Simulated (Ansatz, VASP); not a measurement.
Two plane-wave programs on H10C3

The input INCAR:

```
SYSTEM = H10C3
ALGO = Normal
EDIFF = 1E-6
EDIFFG = -0.3
ENCUT = 520
GGA = PE
IBRION = 2
ISIF = 2
ISMEAR = -1
IVDW = 12
LASPH = .True.
LCHARG = .False.
LREAL = Auto
LWAVE = .False.
NELM = 60
NSW = 35
PREC = Accurate
SIGMA = 0.05
```

Contents of KPOINTS:

```
k-points
0
Gamma
  1 1 1
  0 0 0
```

POSCAR

```
H10C3
1.0
    7.7473110000      0.0000000000      0.0000000000
    0.0000000000      7.7473110000      0.0000000000
    0.0000000000      0.0000000000      7.7473110000
C H
9 30
Direct
    0.3765578000      0.9521859000      0.2069653000
    0.6056149000      0.3774380000      0.4026274000
    0.0606869000      0.7728652000      0.7494634000
    0.0210352000      0.3604953000      0.1744257000
    0.0026621000      0.2027520000      0.0582497000
    0.6164438000      0.0365433000      0.8296336000
    0.6350896000      0.0555131000      0.6346724000
    0.5169651000      0.5822644000      1.0429247000
    0.5221967000      0.6082805000      0.8479549000
    0.5123332000      0.9155476000      0.2046697000
    0.3415469000      1.0101462000      0.0836874000
    0.3548053000      1.0450810000      0.3103091000
    0.2975457000      0.8379688000      0.2291949000
    0.5617006000      0.3557955000      0.5344825000
    0.5139532000      0.4605358000      0.3357281000
    0.6148534000      0.2542042000      0.3354658000
    0.7319523000      0.4392167000      0.4048334000
   -0.0518765000      0.6957479000      0.7153309000
    0.0368362000      0.8393552000      0.8710891000
    0.0851158000      0.8674882000      0.6483085000
    0.1726720000      0.6888693000      0.7631250000
    0.0694524000      0.4716080000      0.1022587000
   -0.1029498000      0.3968452000      0.2310364000
    0.1108857000      0.3356601000      0.2802957000
   -0.0457552000      0.0916393000      0.1304168000
   -0.0871884000      0.2275872000     -0.0476202000
    0.1266471000      0.1664021000      0.0016390000
    0.6361138000      0.1599951000      0.8949871000
    0.4879738000     -0.0103144000      0.8642481000
    0.7107488000     -0.0547977000      0.8812256000
    0.6154195000     -0.0679387000      0.5693189000
    0.5407846000      0.1468541000      0.5830804000
    0.7635596000      0.1023708000      0.6000579000
    0.5381734000      0.7038778000      1.1111795000
    0.3921540000      0.5311161000      1.0842087000
    0.6165011000      0.4915747000      1.0849523000
    0.5009885000      0.4866671000      0.7797001000
    0.4226608000      0.6989702000      0.8059273000
    0.6470079000      0.6594288000      0.8066709000
```

Input for Ansatz:

```yaml
accuracy: low
crystal:
  lattice:
    - [7.747311, 0.0, 0.0]
    - [0.0, 7.747311, 0.0]
    - [0.0, 0.0, 7.747311]
  atoms:
    - { symbol: C, position: [0.3765578, 0.9521859, 0.2069653] }
    - { symbol: H, position: [0.5123332, 0.9155476, 0.2046697] }
    - { symbol: H, position: [0.3415469, 1.0101462, 0.0836874] }
    - { symbol: H, position: [0.3548053, 1.045081, 0.3103091] }
    - { symbol: H, position: [0.2975457, 0.8379688, 0.2291949] }
    - { symbol: C, position: [0.6056149, 0.377438, 0.4026274] }
    - { symbol: H, position: [0.5617006, 0.3557955, 0.5344825] }
    - { symbol: H, position: [0.5139532, 0.4605358, 0.3357281] }
    - { symbol: H, position: [0.6148534, 0.2542042, 0.3354658] }
    - { symbol: H, position: [0.7319523, 0.4392167, 0.4048334] }
    - { symbol: C, position: [0.0606869, 0.7728652, 0.7494634] }
    - { symbol: H, position: [-0.0518765, 0.6957479, 0.7153309] }
    - { symbol: H, position: [0.0368362, 0.8393552, 0.8710891] }
    - { symbol: H, position: [0.0851158, 0.8674882, 0.6483085] }
    - { symbol: H, position: [0.172672, 0.6888693, 0.763125] }
    - { symbol: C, position: [0.0210352, 0.3604953, 0.1744257] }
    - { symbol: C, position: [0.0026621, 0.202752, 0.0582497] }
    - { symbol: H, position: [0.0694524, 0.471608, 0.1022587] }
    - { symbol: H, position: [-0.1029498, 0.3968452, 0.2310364] }
    - { symbol: H, position: [0.1108857, 0.3356601, 0.2802957] }
    - { symbol: H, position: [-0.0457552, 0.0916393, 0.1304168] }
    - { symbol: H, position: [-0.0871884, 0.2275872, -0.0476202] }
    - { symbol: H, position: [0.1266471, 0.1664021, 0.001639] }
    - { symbol: C, position: [0.6164438, 0.0365433, 0.8296336] }
    - { symbol: C, position: [0.6350896, 0.0555131, 0.6346724] }
    - { symbol: H, position: [0.6361138, 0.1599951, 0.8949871] }
    - { symbol: H, position: [0.4879738, -0.0103144, 0.8642481] }
    - { symbol: H, position: [0.7107488, -0.0547977, 0.8812256] }
    - { symbol: H, position: [0.6154195, -0.0679387, 0.5693189] }
    - { symbol: H, position: [0.5407846, 0.1468541, 0.5830804] }
    - { symbol: H, position: [0.7635596, 0.1023708, 0.6000579] }
    - { symbol: C, position: [0.5169651, 0.5822644, 1.0429247] }
    - { symbol: C, position: [0.5221967, 0.6082805, 0.8479549] }
    - { symbol: H, position: [0.5381734, 0.7038778, 1.1111795] }
    - { symbol: H, position: [0.392154, 0.5311161, 1.0842087] }
    - { symbol: H, position: [0.6165011, 0.4915747, 1.0849523] }
    - { symbol: H, position: [0.5009885, 0.4866671, 0.7797001] }
    - { symbol: H, position: [0.4226608, 0.6989702, 0.8059273] }
    - { symbol: H, position: [0.6470079, 0.6594288, 0.8066709] }
basis:
  ecutwfc: 420.0
kpoints:
  mp_grid: { grid: [1, 1, 1] }
hamiltonian:
  xc: pbe
  dispersion: d3bj
scf:
  occupations: { method: fermi_dirac, width: 0.05 }
  lower_state_search: "off"
relax:
  f_tol: 0.3
  max_steps: 15
  adjacent_minimum: "off"
output:
  write_density: true
  write_potential: true
  elf: true
  volumetric_format: npy
```

Alike in both runs: task relaxation of the atoms; functional PBE; dispersion D3(BJ); k mesh 1 × 1 × 1; occupations fermi-dirac, width 0.05 eV; no spin polarisation.

|  | VASP | Ansatz |
| --- | --- | --- |
| version | VASP 6.6.1 | Ansatz 0.2.0 |
| potentials or method | VASP PAW PBE potentials, release 64 (C, H) | scalar-relativistic, plane waves, PAW |
| plane-wave cutoff (eV) | 520 | 420 |
| valence electrons in the cell | 66 | 66 |

```csv
,VASP,Ansatz,Ansatz less VASP
"gap on the k mesh at the Fermi level, each at its own relaxed structure (eV)",6.27,6.46,+0.187
energy change over the relaxation (meV/atom),-1,-7,-5.2
```

Ansatz warned: «xc_potential_rough_in_thin_density».
